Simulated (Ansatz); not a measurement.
# Zr3Si: the cost of one run

Method: DFT PBE, scalar-relativistic, plane waves, PAW, in Ansatz 0.2.0.

2 further runs of the same task are left out: 1 that didn't finish, 1 set aside as unsound or not needed.

## Step 1: Starting point

The structure is tetragonal, space group P4/mmm (No. 123). The conventional cell has a = 4.589 Å, b = 4.589 Å, c = 3.225 Å, α = 90.00°, β = 90.00°, γ = 90.00°. Around Zr (site symmetry 4/mmm) lie 10 Zr at 2.80 to 3.22 Å. Zr (site symmetry mmm) has 10 Zr at 2.80 to 3.24 Å and 4 Si at 2.80 Å in its first shell of neighbours. Around Si (site symmetry 4/mmm) lie 8 Zr at 2.80 Å.

Structure file:

```cif
data_structure
_symmetry_space_group_name_H-M 'P4/mmm'
_symmetry_Int_Tables_number 123
_cell_length_a 4.5887
_cell_length_b 4.5887
_cell_length_c 3.2249
_cell_angle_alpha 90.000
_cell_angle_beta 90.000
_cell_angle_gamma 90.000
_cell_volume 67.90
loop_
_atom_site_label
_atom_site_type_symbol
_atom_site_symmetry_multiplicity
_atom_site_Wyckoff_symbol
_atom_site_fract_x
_atom_site_fract_y
_atom_site_fract_z
_atom_site_occupancy
Zr1 Zr 1 c 0.50000 0.50000 0.00000 1
Zr2 Zr 2 e 0.50000 0.00000 0.50000 1
Si1 Si 1 a 0.00000 0.00000 0.00000 1
```

A structure generator made this guess: species swapped into a database cell of Fe3Co (P4/mmm, No. 123), with Zr on the Fe sites and Si on the Co sites. Lengths come from tabulated atomic sizes and are only a guess.

## Step 2: Probe: one point on a coarse mesh

The input, input.yaml:

```yaml
crystal:
  lattice:
    - [4.58869599, 0.0, 0.0]
    - [0.0, 4.58869599, 0.0]
    - [0.0, 0.0, 3.22485959]
  atoms:
    - { symbol: Zr, position: [0.5, 0.5, 0.0] }
    - { symbol: Zr, position: [0.5, 0.0, 0.5] }
    - { symbol: Zr, position: [0.0, 0.5, 0.5] }
    - { symbol: Si, position: [0.0, 0.0, 0.0] }
basis:
  ecutwfc: 420
kpoints:
  mp_grid: { grid: [4, 4, 6] }
hamiltonian:
  xc: pbe
scf:
  occupations: { method: gaussian, width: 0.1 }
  lower_state_search: "off"
output:
  forces: true
  stress: true
  eigenvalues: true
```

Launch:

```console
> ansatz run input.yaml --threads 1 --pin off --max-ram 2560MiB --backend cpu --events-out ev --progress --plain --runs-dir out
```

Q: Estimate wall time and peak memory on 1 thread of AMD EPYC (Zen 3), shared host.

About 4 s, with a peak of 0.36 GiB.
